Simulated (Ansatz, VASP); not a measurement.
# One calculation of Ni, two programs

```
Ni
1.0
    -1.39559    1.39559    1.39559
     1.39559   -1.39559    1.39559
     1.39559    1.39559   -1.39559
Ni
1
Direct
  0.00000 0.00000 0.00000
```

Alike in both runs: functional PBE; k mesh 17 × 17 × 17; occupations gaussian, width 0.1 eV; collinear spin.

Ansatz relaxed the structure, and its values are those at the end. VASP's run is a single point on that final structure, the one shown.

|  | VASP | Ansatz |
| --- | --- | --- |
| version | VASP 6.6.1 | Ansatz 0.2.0 |
| potentials or method | VASP PAW PBE potentials, release 64 (Ni) | plane waves, PAW |
| plane-wave cutoff (eV) | 520 | 450 |
| valence electrons in the cell | 10 | 18 |

|  | VASP | Ansatz | Ansatz less VASP |
| --- | --- | --- | --- |
| pressure (GPa) | 1.9 | 2.0 | +0.05 |
| net moment per atom (μB) | 0.53 | 0.55 | +0.015 |
| size of the moment on the site where the two differ most (μB) | 0.54 | 0.58 | +0.037 |

Site moments also hang on the region over which each program counts them. The two sets of potentials don't hold the same shells in valence.
